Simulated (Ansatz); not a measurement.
Crystal: CoO.

```
Co O
1.0
     3.19765    0.00000    0.00000
    -1.59882    2.76924    0.00000
     0.00000    0.00000    5.22871
Co O
2 2
Direct
  0.33333 0.66667 0.50336
  0.00000 0.00000 0.00347
  0.33333 0.66667 0.87156
  0.00000 0.00000 0.37161
```

Measurements of this composition are mostly on another form, of space group No. 225.

```yaml
Program: Ansatz 0.2.0
Task: single point
Functional: PBE
Potentials_or_basis: all-electron LAPW, scalar-relativistic
Cutoff: 448 eV (chosen from the basis error)
Basis_error_allowed: 0.001 eV/atom
k_mesh: 10 × 10 × 5
Occupations: fermi-dirac, width 0.05 eV
Spin: collinear spin, ferromagnetic start
Starting_moments: "[2.0, 2.0, 0.0, 0.0] μB"
```

On this cell: pressure -0.2 GPa; largest force 0.187 eV/Å; net moment 0.00 μB per cell; site moments Co +2.28, -2.28; O -0.15, +0.15 μB; band gap on the k mesh not listed.

The same run follows on a disturbed copy (atoms moved at random, drawn with an rms of 0.05 Å):

```
Co O
1.0
     3.19765    0.00000    0.00000
    -1.59882    2.76924    0.00000
     0.00000    0.00000    5.22871
Co O
2 2
Cartesian
  -0.0087 1.8761 2.5932
  0.0263 0.0192 0.0067
  0.0353 1.8363 4.5096
  -0.0136 -0.0645 1.9377
```

Question: What does the disturbed cell give?

Answer: The energy moves by +8.2 meV/atom; pressure -0.2 GPa; largest force 0.667 eV/Å; net moment -0.01 μB per cell; site moments Co +2.26, -2.27; O -0.15, +0.15 μB; band gap on the k mesh none (metal or under the smearing width).

Forces in eV/Å, atoms in the order of the input:
```
Co  -0.047 -0.434  0.292
Co   0.038 -0.145  0.092
O   -0.064  0.113  0.087
O    0.073  0.466 -0.471
```

Stress tensor (GPa, compression positive):
```
 1.39  0.50  0.02
 0.50 -1.92 -1.19
 0.02 -1.19 -0.03
```

Caveats: the starting moments weren't kept; semilocal functionals often make such compounds metallic where correlation or magnetic order opens a gap, which also shifts bond lengths (some runs).
